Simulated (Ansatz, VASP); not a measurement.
**Two plane-wave programs on SiGe**

File INCAR:

```
PREC     = Accurate       # precision mode
ENCUT    = 520            # plane-wave cutoff, eV
EDIFF    = 1E-6           # SCF threshold, eV
ISMEAR   = 0              # smearing method
SIGMA    = 0.03           # smearing width, eV
LREAL    = False          # projectors in reciprocal space
LASPH    = True           # aspherical terms in the spheres
NELM     = 100            # most SCF steps
ALGO     = Normal         # electronic algorithm
ISIF     = 2              # what is computed and relaxed
LWAVE    = False          # write WAVECAR
LCHARG   = True           # write CHGCAR
GGA      = PS             # functional
LELF     = True           # ELF
LVHAR    = True         
NBANDS   = 26             # bands
```

KPOINTS

```
Automatic mesh
0
Gamma
  12 12 6
```

The input POSCAR:

```
SiGe
1.0
    3.9005968931      0.0000000000      0.0000000000
   -1.9502984466      3.3780159994      0.0000000000
    0.0000000000      0.0000000000      7.2887659038
Si Ge
2 2
Direct
    0.6666666667      0.3333333333      0.8745463420
    0.3333333333      0.6666666667      0.3745463420
    0.6666666667      0.3333333333      0.5004526580
    0.3333333333      0.6666666667      0.0004526580
```

Input for Ansatz:

```yaml
crystal:
  lattice:
    - [3.9005968931, 0.0, 0.0]
    - [-1.9502984466, 3.3780159994, 0.0]
    - [0.0, 0.0, 7.2887659038]
  atoms:
    - { symbol: Si, position: [0.6666666667, 0.3333333333, 0.874546342] }
    - { symbol: Si, position: [0.3333333333, 0.6666666667, 0.374546342] }
    - { symbol: Ge, position: [0.6666666667, 0.3333333333, 0.500452658] }
    - { symbol: Ge, position: [0.3333333333, 0.6666666667, 0.000452658] }
basis:
  ecutwfc: 420
kpoints:
  mp_grid: { grid: [12, 12, 6] }
hamiltonian:
  xc: pbesol
scf:
  occupations: { method: gaussian, width: 0.03 }
output:
  forces: true
  stress: true
  eigenvalues: true
```

Change from the starting cell: strain +0.1312 x Voigt [0, 0, 1, 0, 0, 0], atoms carried along.

Alike in both runs: task single point; functional PBEsol; k mesh 12 × 12 × 6; occupations gaussian, width 0.03 eV; no spin polarisation.

|  | VASP | Ansatz |
| --- | --- | --- |
| version | VASP 6.6.1 | Ansatz 0.2.0 |
| potentials or method | VASP PAW PBE potentials, release 64 (Si, Ge_d) | scalar-relativistic, plane waves, PAW |
| plane-wave cutoff (eV) | 520 | 420 |
| valence electrons in the cell | 36 | 36 |

```tsv
	VASP	Ansatz	Ansatz less VASP
gap on the k mesh at the Fermi level (eV)	none	none	-
pressure (GPa)	-6.1	-6.1	0.00
largest component of the traceless stress (GPa)	9.55	9.52	-0.026
rms of the force components (eV/Å)	0.149	0.152	+0.0024
```

Atom by atom the forces differ by 0.002 eV/Å (rms over components). A gap of «none» marks a metal or a gap that the smearing closes.

Caveats: the PAW data sets were made with another functional, which shifts forces and pressure a little (VASP).
